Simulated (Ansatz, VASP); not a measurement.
**One calculation of Si, two programs**

INCAR

```
PREC     = Accurate       # precision mode
ENCUT    = 520            # plane-wave cutoff, eV
EDIFF    = 1E-6           # SCF threshold, eV
ISMEAR   = 0              # smearing method
SIGMA    = 0.012          # smearing width, eV
LREAL    = False          # projectors in reciprocal space
LASPH    = True           # aspherical terms in the spheres
NELM     = 80             # most SCF steps
ALGO     = Fast           # electronic algorithm
ISIF     = 2              # what is computed and relaxed
LWAVE    = False          # write WAVECAR
LCHARG   = False          # write CHGCAR
GGA      = PE             # functional
NBANDS   = 11             # bands
```

KPOINTS

```
regular mesh
0
Gamma
  8 8 8
```

Contents of POSCAR:

```
Si
1.0
    0.0000000000      2.7218511865      2.7218511865
    2.7218511865      0.0000000000      2.7218511865
    2.7218511865      2.7218511865      0.0000000000
Si
2
Direct
    0.5000000000      0.5000000000      0.5000000000
    0.7500000000      0.7500000000      0.7500000000
```

File input.yaml:

```yaml
crystal:
  lattice:
    - [0.0, 2.7218511865, 2.7218511865]
    - [2.7218511865, 0.0, 2.7218511865]
    - [2.7218511865, 2.7218511865, 0.0]
  atoms:
    - { symbol: Si, position: [0.5, 0.5, 0.5] }
    - { symbol: Si, position: [0.75, 0.75, 0.75] }
hamiltonian:
  xc: pbe
  pseudopotentials: { kind: paw }
kpoints:
  mp_grid: { grid: [8, 8, 8] }
scf:
  occupations: { method: gaussian, width: 0.012 }
output:
  forces: true
  stress: true
  eigenvalues: true
```

Alike in both runs: task single point; functional PBE; k mesh 8 × 8 × 8; occupations gaussian, width 0.012 eV; no spin polarisation.

|  | VASP | Ansatz |
| --- | --- | --- |
| version | VASP 6.6.1 | Ansatz 0.2.0 |
| potentials or method | VASP PAW PBE potentials, release 64 (Si) | Ansatz PAW |
| plane-wave cutoff (eV) | 520 | 420 |
| valence electrons in the cell | 8 | 8 |

```tsv
	VASP	Ansatz	Ansatz less VASP
gap on the k mesh at the Fermi level (eV)	0.63	0.63	-0.002
least direct gap on the mesh (eV)	2.56	2.56	-0.005
pressure (GPa)	1.3	1.3	+0.09
```

With one functional, cell and mesh, what is left measures potentials, basis and numerics.

A k mesh can miss the band edges. A hybrid or GW would open this gap; PBE tends to underestimate it.
